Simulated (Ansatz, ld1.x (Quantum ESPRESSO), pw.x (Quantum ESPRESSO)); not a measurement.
**Equation-of-state test of one TM potential (ruthenium)**

- Element: ruthenium (Ru)
- Generator: ld1.x (Quantum ESPRESSO) 7.5
- Type: norm-conserving Troullier–Martins (Kleinman–Bylander form)
- Functional: PBE
- Relativity: scalar-relativistic
- Frozen core: [Kr]
- Valence charge: 8
- Reference configuration: 4d7 5s1 5p0
- Partial waves: 5s (bound): rc 2.80 bohr; 4d (bound): rc 1.70 bohr; 4f channel at -0.1 Ry: rc 2.95 bohr; 5p (bound, empty): rc 5.86 bohr
- Local potential: the p channel
- Core correction: Bessel-smoothed model core inside 0.85 bohr

Atomic tests: cutoffs needed: 50 Ry and 60 Ry (the cutoffs (Ry, on a coarse ladder) from which the occupation-weighted sum of valence levels, in a spherical-Bessel basis at the reference potential, stays within 10 and 1 mRy of its value at 400 Ry); ghost test: ghost state, extra bound levels that the all-electron valence spectrum of the same l lacks: s at -10.1 eV; a true bound ghost makes a file unfit for plane-wave use (spherical-Bessel basis up to 400 Ry, 20 bohr box); configuration tests: 1 of 7 tests not solved or not reliable.

Crystal test: sc Ru in pw.x 7.5, no spin, 13³ k-points, Fermi–Dirac smearing 0.01 Ry, cutoffs 75/300 Ry. The reference is all-electron LAPW (Ansatz 0.2.0) with the same functional, mesh and smearing; V0 and B0 come from Birch–Murnaghan fits to the pressures at five volumes. Errors are pseudo minus all-electron; Δ is the rms difference of the E(V) curves that follow from these fits, minima aligned, over ±6 % about the mean V0. Mesh and smearing are coarse, so the numbers serve the comparison and aren't converged zero-temperature values; the lattice is a test structure that the element need not adopt.

```csv
V (Å³/atom),P all-electron (GPa),P pseudo (GPa)
15.074,12.76,55.09
15.470,5.99,40.38
15.867,0.13,27.85
16.264,-4.94,17.15
16.660,-9.32,7.98
```

All-electron: a0 = 2.513 Å (V0 = 15.88 Å³/atom), B0 = 217.0 GPa.

Pseudopotential: mean pressure error (GPa): +28.76. The pressure does not cross zero within the volumes sampled, so no fit is given. The largest radius (5.86 bohr) exceeds half the bond length (2.37 bohr), so the spheres overlap, which is one possible source of error among others. This is a poor potential for the solid. Note: ghost state, extra bound levels that the all-electron valence spectrum of the same l lacks: s at -10.1 eV. A true bound ghost makes a file unfit for plane-wave use. Atomic configuration tests: 1 of 7 tests not solved or not reliable.

**Question.** At the middle volume, how do free energy and pressure move when the wave cutoff is lowered (ecutrho kept at four times it)?

**Answer.**

```csv
cutoff (Ry),shift of F (meV/atom),shift of P (GPa)
34,+1677.5,-66.47
45,+197.5,-13.36
60,+1.6,+0.08
```

Input at the middle volume:

```
&control
  calculation='scf', prefix='x', pseudo_dir='./', outdir='./tmp', tstress=.true., disk_io='none'
/
&system
  ibrav=0, nat=1, ntyp=1, ecutwfc=75, ecutrho=300, nbnd=11,
  occupations='smearing', smearing='fd', degauss=0.01
/
&electrons
  conv_thr=1e-09, mixing_beta=0.4, electron_maxstep=70
/
ATOMIC_SPECIES
Ru 1.0 Ru.UPF
CELL_PARAMETERS angstrom
  2.51284060 0.00000000 0.00000000
  0.00000000 2.51284060 0.00000000
  0.00000000 0.00000000 2.51284060
ATOMIC_POSITIONS crystal
Ru 0.0000 0.0000 0.0000
K_POINTS automatic
13 13 13 0 0 0
```

```bash
pw.x < Ru.scf.in > Ru.scf.out
```

Lines of the output:

```
Message from routine setup:
     using ibrav=0 with symmetry is DISCOURAGED, use correct ibrav instead
     lattice parameter (alat)  =       4.7486  a.u.
     unit-cell volume          =     107.0758 (a.u.)^3
     number of electrons       =         8.00
     number of Kohn-Sham states=           11
     kinetic-energy cutoff     =      75.0000  Ry
     charge density cutoff     =     300.0000  Ry
     scf convergence threshold =      1.0E-09
     Exchange-correlation= PBE
     number of k points=    84  Fermi-Dirac smearing, width (Ry)=  0.0100
     iteration #  1     ecut=    75.00 Ry     beta= 0.40
     total energy              =     -56.14876561 Ry
     estimated scf accuracy    <       0.12259617 Ry
     iteration #  2     ecut=    75.00 Ry     beta= 0.40
     total energy              =     -56.14824129 Ry
     estimated scf accuracy    <       0.02288408 Ry
     iteration #  3     ecut=    75.00 Ry     beta= 0.40
     total energy              =     -56.14877400 Ry
     estimated scf accuracy    <       0.00326715 Ry
     iteration #  4     ecut=    75.00 Ry     beta= 0.40
     total energy              =     -56.14902985 Ry
     estimated scf accuracy    <       0.00000727 Ry
     iteration #  5     ecut=    75.00 Ry     beta= 0.40
     total energy              =     -56.14904796 Ry
     estimated scf accuracy    <       0.00000123 Ry
     iteration #  6     ecut=    75.00 Ry     beta= 0.40
     total energy              =     -56.14904804 Ry
     estimated scf accuracy    <       0.00000004 Ry
     iteration #  7     ecut=    75.00 Ry     beta= 0.40
     total energy              =     -56.14904805 Ry
     estimated scf accuracy    <          5.4E-09 Ry
     iteration #  8     ecut=    75.00 Ry     beta= 0.40
     the Fermi energy is    13.9499 ev
!    total energy              =     -56.14904805 Ry
     estimated scf accuracy    <          5.8E-10 Ry
     smearing contrib. (-TS)   =      -0.00418641 Ry
     The total energy is F=E-TS. E is the sum of the following terms:
     one-electron contribution =      10.44659880 Ry
     hartree contribution      =       3.95734761 Ry
     xc contribution           =     -32.30853023 Ry
     ewald contribution        =     -38.24027782 Ry
     convergence has been achieved in   8 iterations
          total   stress  (Ry/bohr**3)                   (kbar)     P=      278.51
     Message from routine punch:
     Nothing written, as per user request (disk_io='none')
```

The run at the middle volume (84 k-points, 8 iterations) took about 13 s on one core of a shared host (Neoverse-V1, 32 threads, 247 GiB, load 11).
